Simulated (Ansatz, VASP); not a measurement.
## One calculation of Zn, two programs

The input INCAR:

```
SYSTEM = Zn
ALGO = Normal
EDIFF = 1E-6
ENCUT = 520
GGA = CA
ISIF = 2
ISMEAR = 0
LASPH = .True.
LCHARG = .False.
LREAL = .False.
LWAVE = .False.
NBANDS = 12
NELM = 60
PREC = Accurate
SIGMA = 0.15
```

Contents of KPOINTS:

```
k-points
0
Gamma
  22 22 22
  0 0 0
```

File POSCAR:

```
Zn
1.0
   -1.6161081100      1.6161081100      1.6161081100
    1.6161081100     -1.6161081100      1.6161081100
    1.6161081100      1.6161081100     -1.6161081100
Zn
1
Direct
    0.0000000000      0.0000000000      0.0000000000
```

Input for Ansatz:

```yaml
crystal:
  lattice:
    - [-1.61610811, 1.61610811, 1.61610811]
    - [1.61610811, -1.61610811, 1.61610811]
    - [1.61610811, 1.61610811, -1.61610811]
  atoms:
    - { symbol: Zn, position: [0.0, 0.0, 0.0] }
basis:
  ecutwfc: 420
kpoints:
  mp_grid: { grid: [22, 22, 22] }
hamiltonian:
  xc: lda
scf:
  occupations: { method: gaussian, width: 0.15 }
output:
  forces: true
  stress: true
  eigenvalues: true
```

Change from the starting cell: strain +0.030 along x and y, +0.030 along z, atoms carried along.

Alike in both runs: task single point; functional LDA; k mesh 22 × 22 × 22; occupations gaussian, width 0.15 eV; no spin polarisation.

|  | VASP | Ansatz |
| --- | --- | --- |
| version | VASP 6.6.1 | Ansatz 0.2.0 |
| potentials or method | VASP PAW LDA potentials, release 64 (Zn) | scalar-relativistic, plane waves, PAW |
| plane-wave cutoff (eV) | 520 | 420 |
| valence electrons in the cell | 12 | 12 |

|  | VASP | Ansatz | Ansatz less VASP |
| --- | --- | --- | --- |
| gap on the k mesh at the Fermi level (eV) | none | none | - |
| pressure (GPa) | -11.0 | -11.3 | -0.29 |

A gap of «none» marks a metal or a gap that the smearing closes.
